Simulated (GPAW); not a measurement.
Crystal: ZrS2.

```
Zr S
1.0
     3.69138    0.00000    0.00000
    -1.84569    3.19683    0.00000
     0.00000    0.00000    6.04108
Zr S
1 2
Direct
  0.00000 0.00000 0.00000
  0.33333 0.66667 0.23791
  0.66667 0.33333 0.76209
```

The cell is a database's computed one.

Program: GPAW 26.7.0. Alike in all runs: cell as given; cutoff (eV) 600.

Task: Order these runs on this cell by their pressure, lowest first.
A. level LDA; potentials or basis the program's PAW data sets (release 1.2.1) made for this functional, pw; spin off; k mesh 8 × 8 × 5; smearing fermi-dirac 0.05 eV; band path GMKGALHA,LM,KH; band points 100
B. level revPBE; potentials or basis the program's PAW data sets (release 1.2.1) made for this functional, pw; spin off; k mesh 8 × 8 × 5; smearing fermi-dirac 0.05 eV; band path GMKGALHA,LM,KH; band points 80
C. level BLYP; potentials or basis PAW data sets generated in the run's folder for this functional, pw; spin off; k mesh 8 × 8 × 5; smearing fermi-dirac 0.05 eV; band path GMKGALHA,LM,KH; band points 60; eigensolver davidson
D. level PBEsol; potentials or basis PAW data sets generated in the run's folder for this functional, pw; spin off; k mesh 8 × 8 × 5; smearing gaussian 0.05 eV
E. level mBEEF; potentials or basis GPAW PAW data sets (gpaw-data 1.2.1), pw; spin SOC, no magnetisation; k mesh 6 × 6 × 3; smearing fermi-dirac 0.05 eV; band path GMKGALHA,LM,KH; band points 80; spin axis theta (degrees) 54.7; spin axis phi (degrees) 45

Result: A (-5.0 GPa), D (-2.8 GPa), E (-0.2 GPa), B (1.8 GPa), C (3.7 GPa).

Caveats: this functional lacks dispersion, which binds the layers, so the pressure and a relaxed spacing across them are unreliable (some runs); spin-orbit coupling was added after a scalar SCF, so levels and gaps hold it while energy, forces, pressure and moments don't (some runs); the PAW data sets were made with another functional, which shifts forces and pressure a little (some runs).

Not every run made on this cell is shown here.
